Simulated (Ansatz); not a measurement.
CdO (Monteponite):

```
CELL_PARAMETERS angstrom
0.00000 2.34950 2.34950
2.34950 0.00000 2.34950
2.34950 2.34950 0.00000
ATOMIC_POSITIONS crystal
Cd 0.00000 0.00000 0.00000
O 0.50000 0.50000 0.50000
```

- Program: Ansatz 0.2.0
- Task: relaxation of cell and atoms
- Functional: PBEsol
- Dispersion: D3(BJ)
- Potentials or basis: Ansatz PAW
- Cutoff: 420 eV (not typed: the program's choice for these potentials)
- k mesh: 10 × 10 × 10
- Occupations: fermi-dirac, width 0.05 eV
- Spin: no spin polarisation

At the start: volume 12.97 Å³/atom.

Problem. How do energy, volume and symmetry change on relaxing?

Solution. It ends after 7 steps and the volume is 12.61 Å³/atom (-2.8 %); space group Fm-3m (No. 225, to 0.05 Å).

Step by step:
```tsv
step	energy change (eV)	largest force (eV/Å)	volume (Å³)
1	0.0000	0.0000	25.94
2	-0.0115	0.0000	25.07
3	-0.0114	0.0000	25.25
4	-0.0114	0.0000	25.24
5	-0.0093	0.0000	25.24
6	-0.0094	0.0000	25.22
7	-0.0093	0.0000	25.22
```

Final structure:
```
CELL_PARAMETERS angstrom
0.00000 2.32757 2.32757
2.32757 0.00000 2.32757
2.32757 2.32757 0.00000
ATOMIC_POSITIONS crystal
Cd 0.00000 0.00000 0.00000
O 0.50000 0.50000 0.50000
```

Caveat: the plane-wave basis is chosen anew once the cell has moved, so the energies of steps on either side of that aren't comparable; the pressure holds a Pulay correction of +0.5 GPa for the finite cutoff; the PAW data sets come from PBE, with cores solved anew for the run's functional, which leaves a small shift of forces and pressure.
